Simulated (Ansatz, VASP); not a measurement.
**NaI in VASP and in Ansatz**

INCAR

```
ALGO = Normal
EDIFF = 1E-6
ENCUT = 520
GGA = PE
ISIF = 2
ISMEAR = 0
LASPH = T
LCHARG = F
LREAL = F
LWAVE = F
NBANDS = 14
NELM = 80
PREC = Accurate
SIGMA = 0.02
```

KPOINTS

```
k-points
0
Gamma
  6 6 6
```

The input POSCAR:

```
NaI
1.0
    0.0000000000      3.1279316588      3.1279316588
    3.1279316588      0.0000000000      3.1279316588
    3.1279316588      3.1279316588      0.0000000000
Na I
1 1
Direct
    0.0000000000      0.0000000000      0.0000000000
    0.5000000000      0.5000000000      0.5000000000
```

Input for Ansatz:

```yaml
crystal:
  lattice:
    - [0.0, 3.1279316588, 3.1279316588]
    - [3.1279316588, 0.0, 3.1279316588]
    - [3.1279316588, 3.1279316588, 0.0]
  atoms:
    - { symbol: Na, position: [0.0, 0.0, 0.0] }
    - { symbol: I, position: [0.5, 0.5, 0.5] }
basis:
  ecutwfc: 420
kpoints:
  mp_grid: { grid: [6, 6, 6] }
hamiltonian:
  xc: pbe
scf:
  occupations: { method: gaussian, width: 0.02 }
output:
  forces: true
  stress: true
  eigenvalues: true
```

Alike in both runs: task single point; functional PBE; k mesh 6 × 6 × 6; occupations gaussian, width 0.02 eV; no spin polarisation.

|  | VASP | Ansatz |
| --- | --- | --- |
| version | VASP 6.6.1 | Ansatz 0.2.0 |
| potentials or method | VASP PAW PBE potentials, release 64 (Na_pv, I) | scalar-relativistic, plane waves, PAW |
| plane-wave cutoff (eV) | 520 | 420 |
| valence electrons in the cell | 14 | 26 |

VASP gave:

```
gap on the k mesh at the Fermi level (eV) : 3.94
least direct gap on the mesh (eV)         : 3.94
pressure (GPa)                            : 2.7
```

Question: Which values does Ansatz return?

Answer: gap on the k mesh at the Fermi level (eV): 3.94; least direct gap on the mesh (eV): 3.94; pressure (GPa): 2.6.

The two sets of potentials don't hold the same shells in valence.

Caveats: spin-orbit coupling is left out, which moves the levels of the heavy elements. PBE gaps usually lie below the measured ones, often by a third to a half.
